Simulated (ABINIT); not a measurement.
# CuI (Marshite) (F-43m) in ABINIT: single point with LDA

Aim: the single point of CuI (Marshite) with LDA.

Program: ABINIT 10.8.3 (patched build). These are calculated values, not measurements. Logs are shortened: lines on timing, memory, paths and dates and some standing lists are left out, and cuts for length are marked. The log counts tension as positive stress, the text compression.

**1. Starting point**

It takes space group F-43m (No. 216, cubic). The conventional cell has a = 6.063 Å, b = 6.063 Å, c = 6.063 Å, α = 90.00°, β = 90.00°, γ = 90.00°. Around I (site symmetry -43m) lie 4 Cu at 2.63 Å. Around Cu (site symmetry -43m) lie 4 I at 2.63 Å.

**2. Single point, LDA**

run.abi

```
# Pseudopotentials
pp_dirpath "./"
pseudos "I.LDA_PW-JTH.xml, Cu.LDA_PW-JTH.xml"

# Structure
acell 3*1.0 Angstrom
rprim
     0.0000000000     3.0315000000     3.0315000000
     3.0315000000     0.0000000000     3.0315000000
     3.0315000000     3.0315000000     0.0000000000
ntypat 2
znucl 53 29
natom 2
typat 1 2
xred
     0.0000000000     0.0000000000     0.0000000000
     0.7500000000     0.7500000000     0.7500000000

# Plane-wave basis
ecut 20.0
pawecutdg 40.0

# k points
kptopt 1
ngkpt 5 5 5
nshiftk 1
shiftk 0.0 0.0 0.0

# Exchange and correlation
ixc 7

# Bands and occupations
nband 17
occopt 3
tsmear 0.00183747

# SCF cycle
nstep 100
tolvrs 1.0e-9

# Output
iomode 3
prtwf 0
prtden 0
prteig 0
prtebands 0
enunit 2
```

Potentials or basis: JTH PAW LDA v2.0.

Launch:

```
$ abinit run.abi > log 2>&1
```

run.abo:

```text
.Version 10.8.3 of ABINIT
 Symmetries : space group F-4 3 m (#216); Bravais cF (face-center cubic)
================================================================================
 Values of the parameters that define the memory need of the present run
     intxc =       0    ionmov =       0      iscf =      17    lmnmax =      18
     lnmax =       6     mgfft =      36  mpssoang =       3    mqgrid =    3001
     natom =       2  nloc_mem =       2    nspden =       1   nspinor =       1
    nsppol =       1      nsym =      24    n1xccc =       1    ntypat =       2
    occopt =       3   xclevel =       1
       mpw =        1616          nfft =       46656          nkpt =          10
 PAW method is used; the additional fine FFT grid is defined by:
   mgfftf=        48    nfftf =    110592
================================================================================
================================================================================

--------------------------------------------------------------------------------
------------- Echo of variables that govern the present computation ------------
--------------------------------------------------------------------------------
 -outvars: echo values of preprocessed input variables --------
            acell      1.8897261259E+00  1.8897261259E+00  1.8897261259E+00 Bohr
              amu      1.26904470E+02  6.35460000E+01
             ecut      2.00000000E+01 Hartree
           enunit           2
              ixc           7
         kptrlatt        5    0    0      0    5    0      0    0    5
          kptrlen      4.05080598E+01
            natom           2
            nband          17
            ngfft          36      36      36
          ngfftdg          48      48      48
             nkpt          10
            nstep         100
             nsym          24
           ntypat           2
           occopt           3
        pawecutdg      4.00000000E+01 Hartree
           prtden           0
        prtebands           0
           prteig           0
            prtwf           0
            rprim      0.0000000000E+00  3.0315000000E+00  3.0315000000E+00
                       3.0315000000E+00  0.0000000000E+00  3.0315000000E+00
                       3.0315000000E+00  3.0315000000E+00  0.0000000000E+00
          spgroup         216
           tolvrs      1.00000000E-09
           tsmear      1.83747000E-03 Hartree
            typat      1  2
           useylm           1
           xangst      0.0000000000E+00  0.0000000000E+00  0.0000000000E+00
                       4.5472500000E+00  4.5472500000E+00  4.5472500000E+00
            xcart      0.0000000000E+00  0.0000000000E+00  0.0000000000E+00
                       8.5930571260E+00  8.5930571260E+00  8.5930571260E+00
             xred      0.0000000000E+00  0.0000000000E+00  0.0000000000E+00
                       7.5000000000E-01  7.5000000000E-01  7.5000000000E-01
            znucl       53.00000   29.00000

================================================================================

 chkinp: Checking input parameters for consistency.

================================================================================
== DATASET  1 ==================================================================

--- !DatasetInfo
iteration_state: {dtset: 1, }
dimensions: {natom: 2, nkpt: 10, mband: 17, nsppol: 1, nspinor: 1, nspden: 1, mpw: 1616, }
cutoff_energies: {ecut:  20.0, pawecutdg:  40.0, }
electrons: {nelect:   2.60000000E+01, charge:   0.00000000E+00, occopt:   3.00000000E+00, tsmear:   1.83747000E-03, }
meta: {optdriver: 0, ionmov: 0, optcell: 0, iscf: 17, paral_kgb: 0, }
...

 Exchange-correlation functional for the present dataset will be:
  LDA: Perdew-Wang 92 LSD fit to Ceperley-Alder data - ixc=7
  J.P.Perdew and Y.Wang, PRB 45, 13244 (1992)

 Real(R)+Recip(G) space primitive vectors, cartesian coordinates (Bohr,Bohr^-1):
 R(1)=  0.0000000  5.7287048  5.7287048  G(1)= -0.0872798  0.0872798  0.0872798
 R(2)=  5.7287048  0.0000000  5.7287048  G(2)=  0.0872798 -0.0872798  0.0872798
 R(3)=  5.7287048  5.7287048  0.0000000  G(3)=  0.0872798  0.0872798 -0.0872798
 Unit cell volume ucvol=  3.7600993E+02 bohr^3
 Angles (23,13,12)=  6.00000000E+01  6.00000000E+01  6.00000000E+01 degrees

 Coarse grid specifications (used for wave-functions):

 getcut: wavevector=  0.0000  0.0000  0.0000  ngfft=  36  36  36
         ecut(hartree)=     20.000   => boxcut(ratio)=   2.20725

 getcut : COMMENT -
  Note that boxcut > 2.2 ; recall that boxcut=Gcut(box)/Gcut(sphere) = 2
[... 56 lines left out ...]
  sigma(1 1)=  1.66334068E-04  sigma(3 2)=  0.00000000E+00
  sigma(2 2)=  1.66334068E-04  sigma(3 1)=  0.00000000E+00
  sigma(3 3)=  1.66334068E-04  sigma(2 1)=  0.00000000E+00

--- !ResultsGS
iteration_state: {dtset: 1, }
comment   : Summary of ground state results
lattice_vectors:
- [  0.0000000,   5.7287048,   5.7287048, ]
- [  5.7287048,   0.0000000,   5.7287048, ]
- [  5.7287048,   5.7287048,   0.0000000, ]
lattice_lengths: [   8.10161,    8.10161,    8.10161, ]
lattice_angles: [ 60.000,  60.000,  60.000, ] # degrees, (23, 13, 12)
lattice_volume:   3.7600993E+02
convergence: {deltae:  2.899E-12, res2:  4.706E-11, residm:  1.636E-06, diffor: null, }
etotal    :  -2.09887635E+02
entropy   :   0.00000000E+00
fermie    :  -4.03401589E-02
cartesian_stress_tensor: # hartree/bohr^3
- [  1.66334068E-04,   0.00000000E+00,   0.00000000E+00, ]
- [  0.00000000E+00,   1.66334068E-04,   0.00000000E+00, ]
- [  0.00000000E+00,   0.00000000E+00,   1.66334068E-04, ]
pressure_GPa:  -4.8937E+00
xred      :
- [  0.0000E+00,   0.0000E+00,   0.0000E+00,  I]
- [  7.5000E-01,   7.5000E-01,   7.5000E-01, Cu]
cartesian_forces: # hartree/bohr
- [  3.67208500E-31,   3.67208500E-31,  -1.10162550E-30, ]
- [ -3.67208500E-31,  -3.67208500E-31,   1.10162550E-30, ]
force_length_stats: {min:   1.21789282E-30, max:   1.21789282E-30, mean:   1.21789282E-30, }
...

 Integrated electronic density in atomic spheres:
 ------------------------------------------------
 Atom  Sphere_radius  Integrated_density
    1        2.30022          3.98251076
    2        2.00090         17.37966283

================================================================================

 ----iterations are completed or convergence reached----

 Mean square residual over all n,k,spin=   97.604E-10; max=  16.362E-07
 reduced coordinates (array xred) for    2 atoms
       0.000000000000      0.000000000000      0.000000000000
       0.750000000000      0.750000000000      0.750000000000
 rms dE/dt=  5.9500E-30; max dE/dt=  8.4145E-30; dE/dt below (all hartree)
    1       0.000000000000      0.000000000000      0.000000000000
    2      -0.000000000000     -0.000000000000      0.000000000000

 cartesian coordinates (angstrom) at end:
    1      0.00000000000000     0.00000000000000     0.00000000000000
    2      4.54725000000000     4.54725000000000     4.54725000000000

 cartesian forces (hartree/bohr) at end:
    1      0.00000000000000     0.00000000000000    -0.00000000000000
    2     -0.00000000000000    -0.00000000000000     0.00000000000000
 frms,max,avg= 7.0315074E-31 1.1016255E-30   0.000E+00  0.000E+00  0.000E+00 h/b

 cartesian forces (eV/Angstrom) at end:
    1      0.00000000000000     0.00000000000000    -0.00000000000000
    2     -0.00000000000000    -0.00000000000000     0.00000000000000
 frms,max,avg= 3.6157465E-29 5.6647861E-29   0.000E+00  0.000E+00  0.000E+00 e/A
 length scales=  1.889726125908  1.889726125908  1.889726125908 bohr
              =  1.000000000000  1.000000000000  1.000000000000 angstroms
 Fermi (or HOMO) energy (hartree) =  -0.04034   Average Vxc (hartree)=  -0.33721
 Eigenvalues (hartree) for nkpt=  10  k points:
 kpt#   1, nband= 17, wtk=  0.00800, kpt=  0.0000  0.0000  0.0000 (reduced coord)
  -4.12634   -2.57751   -2.57751   -2.57751   -0.57595   -0.19234   -0.19234   -0.19234
  -0.12793   -0.12793   -0.05844   -0.05844   -0.05844   -0.02431    0.12066    0.12066
   0.12066
      occupation numbers for kpt#   1
   2.00000    2.00000    2.00000    2.00000    2.00000    2.00000    2.00000    2.00000
   2.00000    2.00000    1.99989    1.99989    1.99989    0.00033    0.00000    0.00000
   0.00000
 prteigrs : prtvol=0 or 1, do not print more k-points.

 Fermi (or HOMO) energy (eV) =  -1.09771   Average Vxc (eV)=  -9.17605
 Eigenvalues (   eV  ) for nkpt=  10  k points:
 kpt#   1, nband= 17, wtk=  0.00800, kpt=  0.0000  0.0000  0.0000 (reduced coord)
-112.28331  -70.13751  -70.13751  -70.13751  -15.67241   -5.23372   -5.23372   -5.23372
  -3.48128   -3.48128   -1.59017   -1.59017   -1.59017   -0.66151    3.28343    3.28343
   3.28343
 prteigrs : prtvol=0 or 1, do not print more k-points.

--- !EnergyTerms
iteration_state     : {dtset: 1, }
comment             : Components of total free energy in Hartree
kinetic             :  1.46165831237587E+01
hartree             :  7.53261325216019E+01
xc                  : -6.95695965499211E+00
Ewald energy        : -9.13430046365284E+01
psp_core            :  8.18182606440380E+00
local_psp           : -1.76529547118553E+02
PAW spherical_terms : -3.31826640178745E+01
internal            : -2.09887633718184E+02
'-kT*entropy'       : -9.90255508592988E-08
total_energy        : -2.09887633817210E+02
total_energy_eV     : -5.71133347205511E+03
...

--- !EnergyTermsDC
iteration_state     : {dtset: 1, }
comment             : '"Double-counting" decomposition of free energy'
band_energy         : -2.72560391476531E+01
Ewald energy        : -9.13430046365284E+01
psp_core            :  8.18182606440380E+00
xc_dc               : -7.49793086495550E+01
PAW spherical_terms : -2.44911080946454E+01
internal            : -2.09887634463978E+02
'-kT*entropy'       : -9.90255508592988E-08
total_energy_dc     : -2.09887634563004E+02
total_energy_dc_eV  : -5.71133349234920E+03
...

--- !EnergyTermsWithPAWCore
iteration_state     : {dtset: 1, }
comment             : 'Components of total free energy, including PAW core contributions'
Total energy        : -8.76312576200897E+03
Total energy DC     : -8.76312576275476E+03
Total energy (eV)   : -2.38456799832133E+05
Total energy DC (eV): -2.38456799852427E+05
...

 Cartesian components of stress tensor (hartree/bohr^3)
  sigma(1 1)=  1.66334068E-04  sigma(3 2)=  0.00000000E+00
  sigma(2 2)=  1.66334068E-04  sigma(3 1)=  0.00000000E+00
  sigma(3 3)=  1.66334068E-04  sigma(2 1)=  0.00000000E+00

-Cartesian components of stress tensor (GPa)         [Pressure= -4.8937E+00 GPa]
- sigma(1 1)=  4.89371723E+00  sigma(3 2)=  0.00000000E+00
- sigma(2 2)=  4.89371723E+00  sigma(3 1)=  0.00000000E+00
- sigma(3 3)=  4.89371723E+00  sigma(2 1)=  0.00000000E+00

== END DATASET(S) ==============================================================
================================================================================

 -outvars: echo values of variables after computation  --------
            acell      1.8897261259E+00  1.8897261259E+00  1.8897261259E+00 Bohr
           etotal     -2.0988763456E+02
            fcart      3.6720850037E-31  3.6720850037E-31 -1.1016255011E-30
                      -3.6720850037E-31 -3.6720850037E-31  1.1016255011E-30
            rprim      0.0000000000E+00  3.0315000000E+00  3.0315000000E+00
                       3.0315000000E+00  0.0000000000E+00  3.0315000000E+00
                       3.0315000000E+00  3.0315000000E+00  0.0000000000E+00
           strten      1.6633406792E-04  1.6633406792E-04  1.6633406792E-04
                       0.0000000000E+00  0.0000000000E+00  0.0000000000E+00
           xangst      0.0000000000E+00  0.0000000000E+00  0.0000000000E+00
                       4.5472500000E+00  4.5472500000E+00  4.5472500000E+00
             xred      0.0000000000E+00  0.0000000000E+00  0.0000000000E+00
                       7.5000000000E-01  7.5000000000E-01  7.5000000000E-01
 Calculation completed.
```

Run time: 13 s. Hardware: 1 thread of Arm Neoverse V1, shared host; peak memory 0.11 GiB.

What came out:

* Free energy: -5711.3335 eV
* Band gap on the k mesh: 0.93 eV, direct
* Valence electrons inside the program's atomic spheres: I 3.98; Cu 17.38

Caveat: the cutoff is too short for stress, so the log's stress isn't used; spin-orbit coupling is left out, which moves the levels of the heavy elements. A hybrid or GW would open this gap; LDA tends to underestimate it.
